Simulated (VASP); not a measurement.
# How uniaxial stress along [001] changes InP (F-43m), part 2 of 2

How do the elastic response and the band edges of InP follow uniaxial stress along [001]?

VASP 6.6.1, plane waves and PAW; the level of theory is named at each step.

So far: Starting point; Relax the crystal, LDA; Strain across the axis, LDA; Band edges, HSE06.

### 5. All members

Hybrid runs start from orbitals of a short LDA run, not shown.

Runs beyond LDA use the data sets made with LDA; this shifts their levels slightly, and their total energies have another zero.

The other members went through these steps as far as the tables show, with the same cutoff and, step by step, the same mesh; 43 runs are not shown. The session took 3.1 core hours (wall time by ranks) on a shared machine.

```
strain along the axis (%)  strain across the axis (%)  stress along the axis, tension positive (GPa)  energy above the unstrained row (meV/atom)  gap on the mesh, LDA (eV)
                   -2.000                       0.727                                         -1.134                                       1.819                      0.544
                   -1.500                       0.540                                         -0.861                                       1.032                      0.559
                   -1.000                       0.356                                         -0.579                                       0.470                      0.573
                   -0.500                       0.173                                         -0.291                                       0.125                      0.588
                        0                      -0.014                                         -0.002                                       0.000                      0.602
                    0.500                      -0.187                                          0.308                                       0.119                      0.583
                    1.000                      -0.364                                          0.617                                       0.467                      0.564
                    1.500                      -0.539                                          0.934                                       1.054                      0.543
                    2.000                      -0.712                                          1.255                                       1.880                      0.523
```

Slopes at zero strain, from cubics through all rows: strain ratio -0.360, stress over strain 60 GPa.

Band edges at HSE06, counted from the valence-band top at Γ, with one row partly withheld:

```
strain along the axis (%)  gap (eV)  conduction band at Γ (eV)  Δ or X valley along z (eV)  Δ or X valley along x (eV)  lowest conduction level at L, [111] (eV)  lowest conduction level at L, [-111] (eV)  second valence level below the top (eV)  third valence level below the top (eV)
                   -2.000     1.563                      1.563                       2.152                       2.310                                     2.237                                      2.237                                    0.133                                   0.133
                   -1.500         ?                          ?                       2.201                       2.320                                     2.261                                      2.261                                    0.101                                   0.101
                   -1.000     1.593                      1.593                       2.251                       2.330                                     2.283                                      2.283                                    0.067                                   0.067
                   -0.500     1.607                      1.607                       2.302                       2.341                                     2.304                                      2.304                                    0.034                                   0.034
                        0     1.622                      1.622                       2.353                       2.352                                     2.324                                      2.324                                    0.000                                   0.001
                    0.500     1.601                      1.601                       2.370                       2.330                                     2.307                                      2.307                                    0.000                                   0.035
                    1.000     1.580                      1.580                       2.388                       2.308                                     2.289                                      2.289                                    0.000                                   0.070
                    1.500     1.558                      1.558                       2.405                       2.287                                     2.269                                      2.269                                    0.000                                   0.106
                    2.000     1.536                      1.536                       2.422                       2.265                                     2.247                                      2.247                                    0.000                                   0.142
```

Conduction masses, in electron masses:

```
strain along the axis (%)  conduction mass at Γ, along the strain axis or the normal of the plane  conduction mass at Γ, across the strain axis or in the plane  L [111] mass, longitudinal  L [111] mass, transverse along [1-10]
                   -2.000                                                                   0.094                                                         0.097                       1.921                                  0.137
                   -1.500                                                                   0.094                                                         0.096                       1.970                                  0.139
                   -1.000                                                                   0.094                                                         0.096                       1.976                                  0.141
                   -0.500                                                                   0.094                                                         0.095                       1.986                                  0.143
                        0                                                                   0.094                                                         0.094                       2.011                                  0.146
                    0.500                                                                   0.095                                                         0.094                       1.971                                  0.148
                    1.000                                                                   0.095                                                         0.093                       1.984                                  0.150
                    1.500                                                                   0.094                                                         0.092                       1.994                                  0.153
                    2.000                                                                   0.094                                                         0.091                       1.938                                  0.155
```

### 6. Fit and prediction

The quantity to fit is the conduction level at Γ above the mean of the three top valence levels at HSE06: 1.652, 1.638, 1.630, 1.622, 1.613, 1.603, 1.594, 1.583 eV in the rows shown.

A least-squares parabola through the 8 rows shown, with e the strain in %: E = − 0.001067 e² − 0.01714 e + 1.622 (eV), r.m.s. residual 2.3e-4 eV.

At e = -1.5 this predicts 1.6450 eV.

### 7. The withheld row

The calculation gives 1.6450 eV, so the prediction is right to the last digit shown.

### 8. What came out

* Poisson ratio: 0.360
* Young's modulus along the axis: 60 GPa
* gap of the unstrained cell, HSE06: 1.62 eV
* slope at zero strain of the conduction level at Γ above the mean of the three top valence levels, HSE06: -17 meV per %
* error of the predicted row: 0.0 meV
* valence shear potential |b|, HSE06: 1.68 eV

In words: As a check, the curvature of the energy gives 60 GPa for the same modulus (energy per volume = E/2 × strain²), 0 % from the slope of the stress. At HSE06 the lowest conduction valley is Γ throughout, and the gap runs between 1.54 and 1.62 eV. Without spin-orbit coupling the three valence levels split by 3|b| times the difference of the strains; the rows within 1 % give |b| = 1.68 eV. Hole masses are left out throughout, since the top bands are degenerate or cross in many series; of conduction masses, those of the Γ, L and (for Si and Ge under (001) strain) Δ valleys are kept where they change by under an eighth between rows. HSE06 ran on a coarser mesh than the semilocal levels. Spin-orbit coupling is left out at HSE06, so the valence splittings there lack it. Δ or X levels are the lowest on their line, refined by a parabola unless they lie at X; the gap is read from all points sampled and can differ from the lowest valley by some meV, or by tens of meV where strain moves the valence top off Γ. Temperature, zero-point motion and excitons are left out.

[Lines on the potential files, build, host, timing and source positions are cut from VASP's logs without a mark.]

[Logs are printed without paths, hosts, clocks, repeated set-up lines and the standing remarks that a program may print on its own settings, such as how far it seeks lower states.]

[Hosts, paths, dates, database ids (printed as entryN), source tags and the programs' standing remarks are cut or masked in the printed files.]

[In band tables of VASP the shares of atoms and orbitals are scaled to a sum of 1 inside the atoms' spheres.]
